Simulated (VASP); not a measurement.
# Si (Fd-3m) in VASP: further runs

One crystal, Si, is run at these levels: PBE; tasks: single point.

Program: VASP 6.6.1. These are calculated values, not measurements. Logs are shortened: lines on timing, memory, paths and dates and some standing lists are left out, and cuts for length are marked.

## 1. The undisturbed crystal

Symmetry: Fd-3m, No. 227, cubic system. The conventional cell has a = 5.444 Å, b = 5.444 Å, c = 5.444 Å, α = 90.00°, β = 90.00°, γ = 90.00°. Around Si (site symmetry -43m) lie 4 Si at 2.36 Å.

## 2. Single point, PBE (grid = ENCUT=350 dk=0.45 cell=3x3x2 ISMEAR=0 SIGMA=0.02 LREAL=Auto EDIFF=1e-06)

The input, INCAR:

```
SYSTEM = Si
  PREC = Accurate
  ENCUT = 350
  EDIFF = 1E-6
  ISMEAR = 0
  SIGMA = 0.02
  LREAL = Auto
  LASPH = .TRUE.
  NELM = 120
  ALGO = Fast
  ISIF = 2
  LWAVE = .FALSE.
  LCHARG = .FALSE.
  GGA = PE
  NBANDS = 84
```

The input, KPOINTS:

```
Automatic mesh
0
G
  2 2 3
  0 0 0
```

The input, POSCAR:

```
Si
1.0
    0.0000000000      8.1655535595      8.1655535595
    8.1655535595      0.0000000000      8.1655535595
    5.4437023730      5.4437023730      0.0000000000
Si
36
Direct
    0.1666666667      0.1666666667      0.2500000000
    0.1666666667      0.1666666667      0.7500000000
    0.1666666667      0.5000000000      0.2500000000
    0.1666666667      0.5000000000      0.7500000000
    0.1666666667      0.8333333333      0.2500000000
    0.1666666667      0.8333333333      0.7500000000
    0.5000000000      0.1666666667      0.2500000000
    0.5000000000      0.1666666667      0.7500000000
    0.5000000000      0.5000000000      0.2500000000
    0.5000000000      0.5000000000      0.7500000000
    0.5000000000      0.8333333333      0.2500000000
    0.5000000000      0.8333333333      0.7500000000
    0.8333333333      0.1666666667      0.2500000000
    0.8333333333      0.1666666667      0.7500000000
    0.8333333333      0.5000000000      0.2500000000
    0.8333333333      0.5000000000      0.7500000000
    0.8333333333      0.8333333333      0.2500000000
    0.8333333333      0.8333333333      0.7500000000
    0.2500000000      0.2500000000      0.3750000000
    0.2500000000      0.2500000000      0.8750000000
    0.2500000000      0.5833333333      0.3750000000
    0.2500000000      0.5833333333      0.8750000000
    0.2500000000      0.9166666667      0.3750000000
    0.2500000000      0.9166666667      0.8750000000
    0.5833333333      0.2500000000      0.3750000000
    0.5833333333      0.2500000000      0.8750000000
    0.5833333333      0.5833333333      0.3750000000
    0.5833333333      0.5833333333      0.8750000000
    0.5833333333      0.9166666667      0.3750000000
    0.5833333333      0.9166666667      0.8750000000
    0.9166666667      0.2500000000      0.3750000000
    0.9166666667      0.2500000000      0.8750000000
    0.9166666667      0.5833333333      0.3750000000
    0.9166666667      0.5833333333      0.8750000000
    0.9166666667      0.9166666667      0.3750000000
    0.9166666667      0.9166666667      0.8750000000
```

Potentials or basis: VASP PAW PBE potentials, release 64 (Si).

The run is started by

```sh
cat potpaw_PBE.64/Si/POTCAR > POTCAR
mpirun -np 1 vasp_std > vasp.out
```

OUTCAR:

```text
SYSTEM = Si
   PREC = Accurate
   ENCUT = 350
   EDIFF = 1E-6
   ISMEAR = 0
   LREAL = Auto
   LASPH = .TRUE.
   NELM = 120
   ISIF = 2
   GGA = PE

 Found      6 irreducible k-points:

 Following reciprocal coordinates:
            Coordinates               Weight
  0.000000  0.000000  0.000000      1.000000
  0.500000  0.000000  0.000000      2.000000
  0.500000  0.500000  0.000000      1.000000
  0.000000  0.000000  0.333333      2.000000
  0.500000  0.000000  0.333333      4.000000
  0.500000  0.500000  0.333333      2.000000
   k-points           NKPTS =      6   k-points in BZ     NKDIM =      6   number of bands    NBANDS=     84
   number of dos      NEDOS =    301   number of ions     NIONS =     36
   total plane-waves  NPLWV = 235200
   dimension x,y,z NGX =    70 NGY =   70 NGZ =   48
   dimension x,y,z NGXF=   140 NGYF=  140 NGZF=   96
   ions per type =              36
   NGX,Y,Z   is equivalent  to a cutoff of  10.08, 10.08, 10.37 a.u.
   NGXF,Y,Z  is equivalent  to a cutoff of  20.15, 20.15, 20.73 a.u.
 SYSTEM =  Si
   PREC   = accura    normal or accurate (medium, high low for compatibility)
   ISTART =      0    job   : 0-new  1-cont  2-samecut
   ICHARG =      2    charge: 1-file 2-atom 10-const
   ISPIN  =      1    spin polarized calculation?
   LNONCOLLINEAR =      F non collinear calculations
   LSORBIT =      F    spin-orbit coupling
   LASPH  =      T    aspherical Exc in radial PAW
   ENCUT  =  350.0 eV  25.72 Ry    5.07 a.u.  17.62 17.62 11.74*2*pi/ulx,y,z
   NELM   =    120;   NELMIN=  2; NELMDL= -5     # of ELM steps
   EDIFF  = 0.1E-05   stopping-criterion for ELM
   LREAL  =      T    real-space projection
   EDIFFG = 0.1E-04   stopping-criterion for IOM
   NSW    =      0    number of steps for IOM
   IBRION =     -1    ionic relax: 0-MD 1-quasi-New 2-CG
   NFREE  =      0    steps in history (QN), initial steepest desc. (CG)
   ISIF   =      2    stress and relaxation
   ISYM   =      2    0-nonsym 1-usesym 2-fastsym
   POTIM  = 0.5000    time-step for ionic-motion
   TEBEG  =    0.0;   TEEND  =   0.0 temperature during run
   PSTRESS=    0.0 pullay stress
   NELECT =     144.0000    total number of electrons
   NUPDOWN=      -1.0000    fix difference up-down
   EMIN   =  10.00;   EMAX   =-10.00  energy-range for DOS
   EFERMI =   0.00;   METHOD = LEGACY
   ISMEAR =     0;   SIGMA  =   0.02  broadening in eV -4-tet -1-fermi 0-gaus
   EFERMI_NEDOS =   21; number of points for ismear=-14 and -15
   IALGO  =     68    algorithm
   IMIX   =      4    mixing-type and parameters
     AMIX     =   0.40;   BMIX     =  1.00
     AMIX_MAG =   1.60;   BMIX_MAG =  1.00
  volume/ion in A,a.u.               =      20.16       136.08
  Fermi-wavevector in a.u.,A,eV,Ry     =   0.954766  1.804247 12.402783  0.911579
  Thomas-Fermi vector in A             =   2.083543
   LORBIT       =      0    0 simple, 1 ext, 2 COOP (PROOUT), +10 PAW based schemes
   GGA     = PE    functional components
   LHFCALC =     F    Hartree Fock is set to
   AEXX    =    0.0000 exact exchange contribution
   IVDW    =     0    specifies the selected vdW correction
   LEPSILON=     F    determine dielectric tensor
   LRPA    =     F    only Hartree local field effects (RPA)
 non-spin polarized calculation
 RMM-DIIS sequential band-by-band and
 Gauss-broadening in eV      SIGMA  =   0.02
  energy-cutoff  :      350.00
  volume of cell :      725.93
 maximum number of plane-waves:     10855
   NGX = 35   NGY = 35   NGZ = 23

 number of electron     143.9999994 magnetization

 Free energy of the ion-electron system (eV)
  ---------------------------------------------------
  ext. energy  EPLUGINS =         0.00000000
  ---------------------------------------------------
  free energy    TOTEN  =      -194.80489711 eV

  energy without entropy =     -194.80489711  energy(sigma->0) =     -194.80489711

 E-fermi :   5.8777     XC(G=0):  -9.3761

 val. band max:        5.7622365357   @ k =   0.0000   0.0000   0.0000
 cond. band min:       6.4857184421   @ k =   0.5000   0.5000   0.0000
 fundamental gap:      0.7234819063
 Fermi energy:         5.8776855653

 k-point     1 :       0.0000    0.0000    0.0000
  band No.  band energies     occupation
      1      -6.1486      2.00000
      2      -4.7808      2.00000
      3      -4.7808      2.00000
      4      -4.7808      2.00000
      5      -4.7808      2.00000
      6      -4.2559      2.00000
[... 76 lines left out ...]
     83       7.5023      0.00000
     84       7.5057      0.00000

 k-point     2 :       0.5000    0.0000    0.0000
  band No.  band energies     occupation
      1      -5.7896      2.00000
      2      -5.7896      2.00000
      3      -4.8572      2.00000
      4      -4.8572      2.00000
      5      -4.0569      2.00000
      6      -4.0569      2.00000
[... 76 lines left out ...]
     83       7.8187      0.00000
     84       8.1051      0.00000

 k-point     3 :       0.5000    0.5000    0.0000
  band No.  band energies     occupation
      1      -5.6674      2.00000
      2      -5.6674      2.00000
      3      -5.2050      2.00000
      4      -5.2050      2.00000
      5      -4.0569      2.00000
      6      -4.0569      2.00000
[... 76 lines left out ...]
     83       7.8035      0.00000
     84       7.8037      0.00000

 k-point     4 :       0.0000    0.0000    0.3333
  band No.  band energies     occupation
      1      -5.7896      2.00000
      2      -4.8572      2.00000
      3      -4.8572      2.00000
      4      -4.8572      2.00000
      5      -4.7808      2.00000
      6      -4.7808      2.00000
[... 76 lines left out ...]
     83       7.7297      0.00000
     84       7.7431      0.00000

 k-point     5 :       0.5000    0.0000    0.3333
  band No.  band energies     occupation
      1      -5.6674      2.00000
      2      -5.2050      2.00000
      3      -5.2050      2.00000
      4      -4.8572      2.00000
      5      -4.8572      2.00000
      6      -4.0569      2.00000
[... 76 lines left out ...]
     83       8.5132      0.00000
     84       8.5933      0.00000

 k-point     6 :       0.5000    0.5000    0.3333
  band No.  band energies     occupation
      1      -5.7896      2.00000
      2      -5.2050      2.00000
      3      -4.8572      2.00000
      4      -4.8572      2.00000
      5      -4.8572      2.00000
      6      -4.0569      2.00000
[... 76 lines left out ...]
     83       8.5515      0.00000
     84       8.5639      0.00000

------------------------ aborting loop because EDIFF is reached ----------------------------------------

  FORCE on cell =-STRESS in cart. coord.  units (eV):
  Direction    XX          YY          ZZ          XY          YZ          ZX
  --------------------------------------------------------------------------------------
  -------------------------------------------------------------------------------------
  Total        5.8190830      5.8190830      5.8309016      0.0102401     -0.0235939     -0.0235939
  in kB       12.8430894     12.8430894     12.8691736      0.0226005     -0.0520733     -0.0520732
  external PRESSURE =      12.8517841 kB  Pullay stress =       0.0000000 kB

 VOLUME and BASIS-vectors are now :
 -----------------------------------------------------------------------------
  energy-cutoff  :      350.00
  volume of cell :      725.93
      direct lattice vectors                 reciprocal lattice vectors
     0.000000000  8.165553559  8.165553559    -0.061232836  0.061232836  0.061232836
     8.165553559  0.000000000  8.165553559     0.061232836 -0.061232836  0.061232836
     5.443702373  5.443702373  0.000000000     0.091849254  0.091849254 -0.091849254

 POSITION                                       TOTAL-FORCE (eV/Angst)
 -----------------------------------------------------------------------------------
      2.72185      2.72185      2.72185         0.000228      0.000228     -0.000114
      5.44370      5.44370      2.72185         0.000228      0.000228     -0.000114
      5.44370      2.72185      5.44370         0.000228      0.000228     -0.000114
      8.16555      5.44370      5.44370         0.000228      0.000228     -0.000114
      8.16555      2.72185      8.16555         0.000228      0.000228     -0.000114
     10.88740      5.44370      8.16555         0.000228      0.000228     -0.000114
[... 28 lines left out ...]
      9.52648      9.52648     14.97018        -0.000228     -0.000228      0.000114
     12.24833     12.24833     14.97018        -0.000228     -0.000228      0.000114
 -----------------------------------------------------------------------------------
    total drift:                                0.000000      0.000000      0.000001

  FREE ENERGIE OF THE ION-ELECTRON SYSTEM (eV)
  ---------------------------------------------------
  free  energy   TOTEN  =      -194.8048971071 eV

  energy  without entropy=     -194.8048971071  energy(sigma->0) =     -194.80489711
```

Wall time 5.2 min (1 thread of Intel Xeon 6975P-C (Granite Rapids), shared host); peak memory 0.54 GiB.

These settings aren't checked as converged: the numbers below hold their error.

Results:

* Free energy: -194.8049 eV
* Pressure: 1.3 GPa
* Band gap on the k mesh: 0.72 eV

Caveat: an odd mesh through Γ misses points on the zone boundary, where band edges often lie.

## 3. Single point, PBE (grid = ENCUT=400 dk=0.45 cell=3x3x2 ISMEAR=0 SIGMA=0.05 LREAL=Auto EDIFF=1e-06)

INCAR: that of step 2 with these lines changed.

```diff
@@ -2,6 +2,6 @@
   PREC = Accurate
-  ENCUT = 350
+  ENCUT = 400
   EDIFF = 1E-6
   ISMEAR = 0
-  SIGMA = 0.02
+  SIGMA = 0.05
   LREAL = Auto
```

KPOINTS is that of step 2.

POSCAR is that of step 2.

Potentials or basis: VASP PAW PBE potentials, release 64 (Si).

The run is started by

```sh
cat potpaw_PBE.64/Si/POTCAR > POTCAR
mpirun -np 1 vasp_std > vasp.out
```

Wall time 7.6 min (1 thread of Intel Xeon 6975P-C (Granite Rapids), shared host); peak memory 0.7 GiB.

These settings aren't checked as converged: the numbers below hold their error.

Results:

```yaml
Free_energy: -194.8447 eV
Pressure: 1.3 GPa
Band_gap_on_the_k_mesh: 0.72 eV
```

Caveat: an odd mesh through Γ misses points on the zone boundary, where band edges often lie.

## 4. The reference run

An earlier run on the cell as given: functional PBE; potentials or basis VASP PAW PBE potentials, release 64 (Si); cutoff 520 eV; k mesh 8 × 8 × 8; occupations fermi-dirac, width 0.05 eV; no spin polarisation.

* Pressure: 1.3 GPa
* Band gap on the k mesh: 0.63 eV, indirect (least direct gap 2.56 eV)
